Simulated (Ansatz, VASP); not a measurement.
## AlN in VASP and in Ansatz

Contents of INCAR:

```
SYSTEM = AlN
  ALGO = Normal
  EDIFF = 1E-7
  ENCUT = 520
  GGA = PE
  ISIF = 2
  ISMEAR = 0
  LASPH = .True.
  LCHARG = .False.
  LREAL = .False.
  LWAVE = .False.
  NBANDS = 16
  NELM = 60
  PREC = Accurate
  SIGMA = 0.05
```

Contents of KPOINTS:

```
k-points
0
Gamma
  9 9 6
  0 0 0
```

File POSCAR:

```
AlN
1.0
    3.3121157418      0.0000000000      0.0000000000
   -1.6560578709      2.8683763727      0.0000000000
    0.0000000000      0.0000000000      4.1875630000
Al N
2 2
Direct
    0.3333333333      0.6666666667      0.6067185735
    0.6666666667      0.3333333333      0.2500000000
    0.3333333333      0.6666666667      0.2500000000
    0.6666666667      0.3333333333      0.7500000000
```

Input for Ansatz:

```yaml
crystal:
  lattice:
    - [3.3121157418, 0.0, 0.0]
    - [-1.6560578709, 2.8683763727, 0.0]
    - [0.0, 0.0, 4.187563]
  atoms:
    - { symbol: Al, position: [0.3333333333, 0.6666666667, 0.6067185735] }
    - { symbol: Al, position: [0.6666666667, 0.3333333333, 0.25] }
    - { symbol: "N", position: [0.3333333333, 0.6666666667, 0.25] }
    - { symbol: "N", position: [0.6666666667, 0.3333333333, 0.75] }
basis:
  ecutwfc: 420
kpoints:
  mp_grid: { grid: [9, 9, 6] }
hamiltonian:
  xc: pbe
scf:
  occupations: { method: gaussian, width: 0.05 }
output:
  forces: true
  stress: true
  eigenvalues: true
```

Alike in both runs: task single point; functional PBE; k mesh 9 × 9 × 6; occupations gaussian, width 0.05 eV; no spin polarisation.

|  | VASP | Ansatz |
| --- | --- | --- |
| version | VASP 6.6.1 | Ansatz 0.2.0 |
| potentials or method | VASP PAW PBE potentials, release 64 (Al, N) | scalar-relativistic, plane waves, PAW |
| plane-wave cutoff (eV) | 520 | 420 |
| valence electrons in the cell | 16 | 16 |

|  | VASP | Ansatz | Ansatz less VASP |
| --- | --- | --- | --- |
| gap on the k mesh at the Fermi level (eV) | 3.26 | 3.27 | +0.006 |
| least direct gap on the mesh (eV) | 3.26 | 3.27 | +0.006 |
| rms of the force components (eV/Å) | 6.768 | 6.726 | -0.0413 |

Atom by atom the forces differ by 0.042 eV/Å (rms over components).

Caveats: an odd mesh through Γ misses points on the zone boundary, where band edges often lie; forces of over 1 eV/Å show positions far from the minimum, so gaps and moduli don't describe the material at rest.
